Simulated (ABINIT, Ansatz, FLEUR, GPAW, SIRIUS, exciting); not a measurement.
Ta: programs and potentials compared

```xyz
1
Lattice="-1.6207 1.6546 1.6292 1.6978 -1.6262 1.6778 1.6224 1.6279 -1.6008" Properties=species:S:1:pos:R:3 pbc="T T T"
Ta   -0.0498    0.0348   -0.0299
```

The given cell was strained at random by a few per cent at fixed volume.

Alike in all runs: task single point; functional PBEsol; k mesh 11 × 11 × 11; occupations fermi-dirac, width 0.05 eV; no spin polarisation; no spin-orbit coupling. Pressure is positive in compression and, in plane waves, holds the error of the finite cutoff, which Ansatz's Pulay term estimates and takes out.

```csv
program and potentials,plane-wave cutoff (eV),notes,pressure (GPa),energy over the undisturbed cell (meV/atom)
"Ansatz, Ansatz PAW",420,"potentials made for PBE, which Ansatz adapts in part; Pulay term of +0.05 GPa included",-3.93,14.33
"ABINIT, PseudoDojo NC SR PBEsol v0.4.1 standard",789,-,-3.83,14.28
"SIRIUS, PseudoDojo 0.4.1 PBEsol standard (scalar relativistic)",807,-,-3.83,14.28
"exciting, all-electron LAPW+lo, shipped species files, valence relativity iora*",-,-,-,14.37
"Ansatz, all-electron LAPW, scalar-relativistic",-,-,-4.00,-
"GPAW, PAW data sets generated for this functional",600,-,-3.63,14.62
"FLEUR, all-electron, FLAPW",-,-,-,?
```

Estimate from the other rows what the run with FLEUR, all-electron, FLAPW gave.

Energy over the undisturbed cell 14.47 meV/atom. The other rows, which needn't bracket it: pressure -4.00 to -3.63; energy over the undisturbed cell 14.28 to 14.62.
